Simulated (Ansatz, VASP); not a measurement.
# InP in two plane-wave programs

Aim: how closely do two programs agree when they are given the same cell, functional and k mesh? The cell is taken from a series of VASP runs on this material, whose earlier steps may have relaxed, scaled or displaced it; both programs get it as it stands.

Calculated with Ansatz 0.2.0; plane waves, with VASP 6.6.1 beside it; relaxation of cell and atoms at r2SCAN with rVV10 and relaxation of cell and atoms at HSE06.

### Step 1. The starting structure

Symmetry: F-43m, No. 216, cubic system. The conventional cell has a = 5.885 Å, b = 5.885 Å, c = 5.885 Å, α = 90.00°, β = 90.00°, γ = 90.00°. In has 4 P at 2.55 Å nearest. Nearest to P lie 4 In at 2.55 Å. Farther neighbours are not listed.

Coordinates:

```cif
data_structure
_symmetry_space_group_name_H-M 'F-43m'
_symmetry_Int_Tables_number 216
_cell_length_a 5.8852
_cell_length_b 5.8852
_cell_length_c 5.8852
_cell_angle_alpha 90.000
_cell_angle_beta 90.000
_cell_angle_gamma 90.000
_cell_volume 203.84
loop_
_atom_site_label
_atom_site_type_symbol
_atom_site_symmetry_multiplicity
_atom_site_Wyckoff_symbol
_atom_site_fract_x
_atom_site_fract_y
_atom_site_fract_z
_atom_site_occupancy
In1 In 4 a 0.00000 0.00000 0.00000 1
P1 P 4 c 0.25000 0.25000 0.25000 1
```

### Step 2. VASP: relaxation of cell and atoms, r2SCAN with rVV10

The relaxed volume is the usual yardstick between codes: its relative difference is about their pressure difference at one cell divided by the bulk modulus.

Lines of VASP's logs that name or quote its potential files are left out, and so is its time.

File INCAR:

```
SYSTEM = InP
PREC = Accurate
ENCUT = 450
EDIFF = 1E-06
NELM = 100
ISMEAR = 0
SIGMA = 0.03
LREAL = .FALSE.
ALGO = Normal
METAGGA = R2SCAN
LUSE_VDW = .TRUE.
IVDW_NL = 2
BPARAM = 11.95
CPARAM = 0.0093
LASPH = .TRUE.
NBANDS = 15
LORBIT = 11
LWAVE = .FALSE.
LCHARG = .FALSE.
KPAR = 8
IBRION = 2
NSW = 50
ISIF = 3
EDIFFG = -0.006
```

File POSCAR:

```
InP
1.0
    0.0000000000      2.9426050232      2.9426050232
    2.9426050232      0.0000000000      2.9426050232
    2.9426050232      2.9426050232      0.0000000000
In P
1 1
Direct
    0.0000000000      0.0000000000      0.0000000000
    0.7500000000      0.7500000000      0.7500000000
```

File KPOINTS:

```
Automatic mesh
0
Gamma
6 6 6
0 0 0
```

PAW data sets: In_d and P (PBE family, release 64).

Started as:

```sh
mpirun -np 8 vasp_std
```

Numbers of over 12 decimals in the logs are rounded to 6 here.

What it wrote:

```text
[banner, memory and clock lines left out]
running    8 mpi-ranks, on    1 nodes
 distrk:  each k-point on    1 cores,    8 groups
 distr:  one band on    1 cores,    1 groups

 POSCAR found type information on POSCAR InP
 POSCAR found :  2 types and       2 ions
|                                                                             |
|           W    W    AA    RRRRR   N    N  II  N    N   GGGG   !!!           |
|           W    W   A  A   R    R  NN   N  II  NN   N  G    G  !!!           |
|           W    W  A    A  R    R  N N  N  II  N N  N  G       !!!           |
|           W WW W  AAAAAA  RRRRR   N  N N  II  N  N N  G  GGG   !            |
|           WW  WW  A    A  R   R   N   NN  II  N   NN  G    G                |
|           W    W  A    A  R    R  N    N  II  N    N   GGGG   !!!           |
|                                                                             |
|     For optimal performance we recommend to set                             |
|       NCORE = 2 up to number-of-cores-per-socket                            |
|     NCORE specifies how many cores store one orbital (NPAR=cpu/NCORE).      |
|     This setting can greatly improve the performance of VASP for DFT.       |
|     The default, NCORE=1 might be grossly inefficient on modern             |
|     multi-core architectures or massively parallel machines. Do your        |
|     Unfortunately you need to use the default for GW and RPA                |
|     calculations (for HF NCORE is supported but not extensively tested      |
|     yet).                                                                   |
|                                                                             |

|                                                                             |
|               ----> ADVICE to this user running VASP <----                  |
|                                                                             |
|     You have switched on vdW-DFT.                                           |
|     This routine was written and supplied by Jiri Klimes. We recommend      |
|     that you carefully read and cite the following publications:            |
|       J. Klimes, D.R. Bowler, A. Michelides                                 |
|          J. Phys.: Cond Matt. 22 022201 (2010)                              |
|       J. Klimes, D.R. Bowler, A. Michelides                                 |
|          Phys. Rev. B. 83, 195131 (2011)                                    |
|     and references therein.                                                 |
|                                                                             |

|                                                                             |
|               ----> ADVICE to this user running VASP <----                  |
|                                                                             |
|     You enforced a specific xc type in the INCAR file but a different       |
|     [... a line on the potential file left out ...]
|     I HOPE YOU KNOW WHAT YOU ARE DOING!                                     |
|                                                                             |

 LDA part: xc-table for (None), standard interpolation
 POSCAR, INCAR and KPOINTS ok, starting setup
 FFT: planning ... GRIDC
 FFT: planning ... GRID_SOFT
 FFT: planning ... GRID
 WAVECAR not read
 entering main loop
       N       E                     dE             d eps       ncg     rms          rms(c)
Total rVV10 correction in eV:      0.4594646    20.0131699
Total rVV10 correction in eV:      0.4594646    20.0131699
Total rVV10 correction in eV:      0.4594646    20.0131699
Total rVV10 correction in eV:      0.4594646    20.0131699
Total rVV10 correction in eV:      0.4594646    20.0131699
Total rVV10 correction in eV:      0.4594646    20.0131699
Total rVV10 correction in eV:      0.4594646    20.0131699
Total rVV10 correction in eV:      0.4594646    20.0131699
DAV:   1     0.782310998750E+02    0.78231E+02   -0.80510E+03   480   0.124E+03
DAV:   2    -0.283488791795E+02   -0.10658E+03   -0.10259E+03   508   0.289E+02
DAV:   3    -0.352238824176E+02   -0.68750E+01   -0.68447E+01   613   0.774E+01
DAV:   4    -0.354030348107E+02   -0.17915E+00   -0.17910E+00   649   0.134E+01
DAV:   5    -0.354107897110E+02   -0.77549E-02   -0.77548E-02   712   0.213E+00    0.743E+00
Total rVV10 correction in eV:      0.4669136    20.0131702
Total rVV10 correction in eV:      0.4669136    20.0131702
[...]
Total rVV10 correction in eV:      0.4843601    20.0131702
Total rVV10 correction in eV:      0.4843601    20.0131702
Total rVV10 correction in eV:      0.4843601    20.0131702
Total rVV10 correction in eV:      0.4843601    20.0131702
Total rVV10 correction in eV:      0.4843601    20.0131702
Total rVV10 correction in eV:      0.4843601    20.0131702
DAV:  11    -0.318013234272E+02   -0.21689E-04   -0.31491E-05   717   0.408E-02    0.116E-01
Total rVV10 correction in eV:      0.4844931    20.0131702
Total rVV10 correction in eV:      0.4844931    20.0131702
Total rVV10 correction in eV:      0.4844931    20.0131702
Total rVV10 correction in eV:      0.4844931    20.0131702
Total rVV10 correction in eV:      0.4844931    20.0131702
Total rVV10 correction in eV:      0.4844931    20.0131702
Total rVV10 correction in eV:      0.4844931    20.0131702
[...]
DAV:   1    -0.318016154642E+02   -0.29736E-03   -0.73536E-03   613   0.176E+00    0.152E-01
Total rVV10 correction in eV:      0.4846159    20.0131701
Total rVV10 correction in eV:      0.4846159    20.0131701
Total rVV10 correction in eV:      0.4846159    20.0131701
Total rVV10 correction in eV:      0.4846159    20.0131701
Total rVV10 correction in eV:      0.4846159    20.0131701
Total rVV10 correction in eV:      0.4846159    20.0131701
Total rVV10 correction in eV:      0.4846159    20.0131701
Total rVV10 correction in eV:      0.4846159    20.0131701
DAV:   2    -0.318013518577E+02    0.26361E-03   -0.51938E-04   592   0.549E-01    0.496E-02
Total rVV10 correction in eV:      0.4847260    20.0131701
Total rVV10 correction in eV:      0.4847260    20.0131701
Total rVV10 correction in eV:      0.4847260    20.0131701
Total rVV10 correction in eV:      0.4847260    20.0131701
Total rVV10 correction in eV:      0.4847260    20.0131701
Total rVV10 correction in eV:      0.4847260    20.0131701
Total rVV10 correction in eV:      0.4847260    20.0131701
Total rVV10 correction in eV:      0.4847260    20.0131701
DAV:   3    -0.318013090006E+02    0.42857E-04   -0.11305E-04   627   0.249E-01    0.309E-02
Total rVV10 correction in eV:      0.4847254    20.0131701
Total rVV10 correction in eV:      0.4847254    20.0131701
Total rVV10 correction in eV:      0.4847254    20.0131701
Total rVV10 correction in eV:      0.4847254    20.0131701
Total rVV10 correction in eV:      0.4847254    20.0131701
Total rVV10 correction in eV:      0.4847254    20.0131701
Total rVV10 correction in eV:      0.4847254    20.0131701
Total rVV10 correction in eV:      0.4847254    20.0131701
DAV:   4    -0.318013096791E+02   -0.67851E-06   -0.72728E-06   543   0.250E-02
Total rVV10 correction in eV:      0.4847849    20.0131701
Total rVV10 correction in eV:      0.4847849    20.0131701
Total rVV10 correction in eV:      0.4847849    20.0131701
Total rVV10 correction in eV:      0.4847849    20.0131701
Total rVV10 correction in eV:      0.4847849    20.0131701
Total rVV10 correction in eV:      0.4847849    20.0131701
Total rVV10 correction in eV:      0.4847849    20.0131701
Total rVV10 correction in eV:      0.4847849    20.0131701
Total rVV10 correction in eV:      0.4847235    20.0131701
Total rVV10 correction in eV:      0.4847235    20.0131701
Total rVV10 correction in eV:      0.4847235    20.0131701
Total rVV10 correction in eV:      0.4847235    20.0131701
Total rVV10 correction in eV:      0.4847235    20.0131701
Total rVV10 correction in eV:      0.4847235    20.0131701
Total rVV10 correction in eV:      0.4847235    20.0131701
Total rVV10 correction in eV:      0.4847235    20.0131701
   2 F= -.31801310E+02 E0= -.31801310E+02  d E =0.826048E-05
 trial-energy change:    0.000008  1 .order    0.000009   -0.000027    0.000045
 step:   0.3777(harm=  0.3777)  dis= 0.00000  next Energy=   -31.801323 (dE=-0.516E-05)
 bond charge predicted
       N       E                     dE             d eps       ncg     rms          rms(c)
Total rVV10 correction in eV:      0.4847386    20.0131701
Total rVV10 correction in eV:      0.4847386    20.0131701
Total rVV10 correction in eV:      0.4847386    20.0131701
Total rVV10 correction in eV:      0.4847386    20.0131701
Total rVV10 correction in eV:      0.4847386    20.0131701
Total rVV10 correction in eV:      0.4847386    20.0131701
Total rVV10 correction in eV:      0.4847386    20.0131701
Total rVV10 correction in eV:      0.4847386    20.0131701
DAV:   1    -0.318014248085E+02   -0.11581E-03   -0.28339E-03   613   0.109E+00    0.102E-01
Total rVV10 correction in eV:      0.4846496    20.0131701
Total rVV10 correction in eV:      0.4846496    20.0131701
Total rVV10 correction in eV:      0.4846496    20.0131701
Total rVV10 correction in eV:      0.4846496    20.0131701
Total rVV10 correction in eV:      0.4846496    20.0131701
Total rVV10 correction in eV:      0.4846496    20.0131701
Total rVV10 correction in eV:      0.4846496    20.0131701
Total rVV10 correction in eV:      0.4846496    20.0131701
DAV:   2    -0.318013284029E+02    0.96406E-04   -0.19645E-04   592   0.338E-01    0.346E-02
Total rVV10 correction in eV:      0.4845984    20.0131701
Total rVV10 correction in eV:      0.4845984    20.0131701
Total rVV10 correction in eV:      0.4845984    20.0131701
Total rVV10 correction in eV:      0.4845984    20.0131701
Total rVV10 correction in eV:      0.4845984    20.0131701
Total rVV10 correction in eV:      0.4845984    20.0131701
Total rVV10 correction in eV:      0.4845984    20.0131701
Total rVV10 correction in eV:      0.4845984    20.0131701
DAV:   3    -0.318013166931E+02    0.11710E-04   -0.40189E-05   628   0.146E-01    0.174E-02
Total rVV10 correction in eV:      0.4845981    20.0131701
Total rVV10 correction in eV:      0.4845981    20.0131701
Total rVV10 correction in eV:      0.4845981    20.0131701
Total rVV10 correction in eV:      0.4845981    20.0131701
Total rVV10 correction in eV:      0.4845981    20.0131701
Total rVV10 correction in eV:      0.4845981    20.0131701
Total rVV10 correction in eV:      0.4845981    20.0131701
Total rVV10 correction in eV:      0.4845981    20.0131701
DAV:   4    -0.318013170661E+02   -0.37295E-06   -0.27819E-06   472   0.153E-02
Total rVV10 correction in eV:      0.4845780    20.0131701
Total rVV10 correction in eV:      0.4845780    20.0131701
Total rVV10 correction in eV:      0.4845780    20.0131701
Total rVV10 correction in eV:      0.4845780    20.0131701
Total rVV10 correction in eV:      0.4845780    20.0131701
Total rVV10 correction in eV:      0.4845780    20.0131701
Total rVV10 correction in eV:      0.4845780    20.0131701
Total rVV10 correction in eV:      0.4845780    20.0131701
Total rVV10 correction in eV:      0.4845997    20.0131701
Total rVV10 correction in eV:      0.4845997    20.0131701
Total rVV10 correction in eV:      0.4845997    20.0131701
Total rVV10 correction in eV:      0.4845997    20.0131701
Total rVV10 correction in eV:      0.4845997    20.0131701
Total rVV10 correction in eV:      0.4845997    20.0131701
Total rVV10 correction in eV:      0.4845997    20.0131701
Total rVV10 correction in eV:      0.4845997    20.0131701
   3 F= -.31801317E+02 E0= -.31801317E+02  d E =0.873545E-06
 curvature:  -0.19 expect dE=-0.162E-06 dE for cont linesearch -0.162E-06
 trial: gam=-0.14592 g(F)=  0.103E-44 g(S)=  0.860E-06 ort = 0.485E-05 (trialstep = 0.876E+00)
 search vector abs. value=  0.272E-07
 reached required accuracy - stopping structural energy minimisation
```

OUTCAR, selected parts (step 2):

```text
ion  position               nearest neighbor table
   1  0.000  0.000  0.000-   2 2.55   2 2.55   2 2.55   2 2.55
   2  0.750  0.750  0.750-   1 2.55   1 2.55   1 2.55   1 2.55

  LATTYP: Found a face centered cubic cell.
 ALAT       =     5.8852100464

 Subroutine GETGRP returns: Found 24 space group operations
 (whereof 24 operations were pure point group operations)

The static configuration has the point symmetry T_d .

 Found     16 irreducible k-points:

   k-points           NKPTS =     16   k-points in BZ     NKDIM =     16   number of bands    NBANDS=     15

   dimension x,y,z NGX =    30 NGY =   30 NGZ =   30
   dimension x,y,z NGXF=    60 NGYF=   60 NGZF=   60

   ENCUT  =  450.0 eV  33.07 Ry    5.75 a.u.   7.20  7.20  7.20*2*pi/ulx,y,z

   NELECT =      18.0000    total number of electrons

 k-points in reciprocal lattice and weights: Automatic mesh
   0.00000000  0.00000000  0.00000000       0.005
   0.16666667  0.00000000  0.00000000       0.037
   0.33333333  0.00000000  0.00000000       0.037
   0.50000000  0.00000000  0.00000000       0.019
   0.16666667  0.16666667  0.00000000       0.028
   0.33333333  0.16666667  0.00000000       0.111
   0.50000000  0.16666667  0.00000000       0.111
  -0.33333333  0.16666667  0.00000000       0.111
  -0.16666667  0.16666667  0.00000000       0.056
[...]
-0.33333333  0.33333333  0.16666667       0.111
  -0.33333333  0.50000000  0.16666667       0.056

 average (electrostatic) potential at core
       1-101.3471       2 -85.8835

 E-fermi :   5.0394

 k-point     1 :       0.0000    0.0000    0.0000
  band No.  band energies     occupation
    ...
      5      -9.5818      2.00000
      6      -7.0546      2.00000
      7       4.8652      2.00000
      8       4.8652      2.00000
      9       4.8652      2.00000
     10       5.9281      0.00000
     11       9.2857      0.00000
     12       9.2857      0.00000
     13       9.2857      0.00000
     14      13.8211      0.00000
    ...

 k-point     2 :       0.1667    0.0000    0.0000
  band No.  band energies     occupation
    ...
      5      -9.5812      2.00000
      6      -6.7297      2.00000
      7       2.6956      2.00000
      8       4.5567      2.00000
      9       4.5567      2.00000
     10       6.9858      0.00000
     11       9.6846      0.00000
     12       9.7364      0.00000
     13       9.7364      0.00000
     14      13.8872      0.00000
    ...

 k-point     3 :       0.3333    0.0000    0.0000
  band No.  band energies     occupation
    ...
      5      -9.5752      2.00000
      6      -5.8973      2.00000
      7       0.2313      2.00000
      8       4.0737      2.00000
      9       4.0737      2.00000
     10       6.8286      0.00000
     11      10.0682      0.00000
     12      10.0682      0.00000
     13      11.5092      0.00000
     14      14.1402      0.00000
    ...

  Total        0.0034481      0.0034481      0.0034481     -0.0000000      0.0000000      0.0000000
  in kB        0.1083519      0.1083519      0.1083519     -0.0000000      0.0000000      0.0000000
  external PRESSURE =       0.1083519 kB  Pullay stress =       0.0000000 kB

  energy-cutoff  :      450.00
  volume of cell :       50.99
      direct lattice vectors                 reciprocal lattice vectors
     0.000000000  2.943126141  2.943126141    -0.169887384  0.169887384  0.169887384
     2.943126141  0.000000000  2.943126141     0.169887384 -0.169887384  0.169887384
     2.943126141  2.943126141 -0.000000000     0.169887384  0.169887384 -0.169887384

 POSITION                                       TOTAL-FORCE (eV/Angst)
 -----------------------------------------------------------------------------------
      0.00000      0.00000      0.00000         0.000000      0.000000      0.000000
      4.41469      4.41469      4.41469        -0.000000     -0.000000     -0.000000
 -----------------------------------------------------------------------------------
    total drift:                                0.000002      0.000002      0.000002

  FREE ENERGIE OF THE ION-ELECTRON SYSTEM (eV)
  ---------------------------------------------------
  free  energy   TOTEN  =       -31.8013170661 eV

  energy  without entropy=      -31.8013170661  energy(sigma->0) =      -31.80131707

 reached required accuracy - stopping structural energy minimisation

 total charge
# of ion       s       p       d       tot
------------------------------------------
    1        0.814   0.791   9.901  11.506
    2        1.016   1.508   0.000   2.524
--------------------------------------------------
tot          1.830   2.300   9.901  14.031

[... 3 further parts left out ...]
```

(Continued in part 2 of 2.)

[Lines on the potential files, build, host, timing and source positions are cut from VASP's logs without a mark.]

[Logs are printed without paths, hosts, clocks, repeated set-up lines and the standing remarks that a program may print on its own settings, such as how far it seeks lower states.]

[Hosts, paths, dates, database ids (printed as entryN), source tags and the programs' standing remarks are cut or masked in the printed files.]
